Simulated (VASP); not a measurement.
The system is CdGeAs2.

```
Cd As Ge
1.0
    -2.98887    2.98887    5.66430
     2.98887   -2.98887    5.66430
     2.98887    2.98887   -5.66430
Cd As Ge
2 4 2
Direct
  0.50000 0.50000 0.00000
  0.25000 0.75000 0.50000
  0.09622 0.12500 0.47122
  0.37500 0.90378 0.02878
  0.65378 0.62500 0.52878
  0.87500 0.34622 0.97122
  0.75000 0.25000 0.50000
  0.00000 0.00000 0.00000
```

The cell is a database's computed one.

| Quantity | Value |
| --- | --- |
| Program | VASP 6.6.1 |
| Task | relaxation of cell and atoms |
| Functional | LDA |
| Potentials or basis | VASP PAW LDA potentials, release 64 (Cd, As, Ge_d) |
| Cutoff | 600 eV |
| k mesh | 6 × 6 × 6 |
| Occupations | gaussian, width 0.02 eV |
| Spin | no spin polarisation |

At the start: pressure -2.3 GPa; volume 25.30 Å³/atom.

How do energy, volume and symmetry change on relaxing?

Over 5 steps the energy falls by 8.6 meV/atom and the volume is 24.33 Å³/atom (-3.8 %); space group I-42d (No. 122, to 0.05 Å).

The path:
```tsv
step	energy change (eV)	largest force (eV/Å)	pressure (GPa)	volume (Å³)
1	0.0000	0.2119	-2.27	202.41
2	-0.0550	0.1685	0.96	192.07
3	-0.0615	0.1815	0.10	194.50
4	-0.0665	0.0949	0.07	194.58
5	-0.0684	0.0036	0.02	194.67
```

Final structure:
```yaml
crystal:
  lattice:
    - [-2.94694, 2.94694, 5.60396]
    - [2.94694, -2.94694, 5.60396]
    - [2.94694, 2.94694, -5.60396]
  atoms:
    - { symbol: Cd, position: [0.50000, 0.50000, 0.00000] }
    - { symbol: Cd, position: [0.25000, 0.75000, 0.50000] }
    - { symbol: As, position: [0.10066, 0.12500, 0.47566] }
    - { symbol: As, position: [0.37500, 0.89934, 0.02434] }
    - { symbol: As, position: [0.64934, 0.62500, 0.52434] }
    - { symbol: As, position: [0.87500, 0.35066, 0.97566] }
    - { symbol: Ge, position: [0.75000, 0.25000, 0.50000] }
    - { symbol: Ge, position: [0.00000, 0.00000, 0.00000] }
```
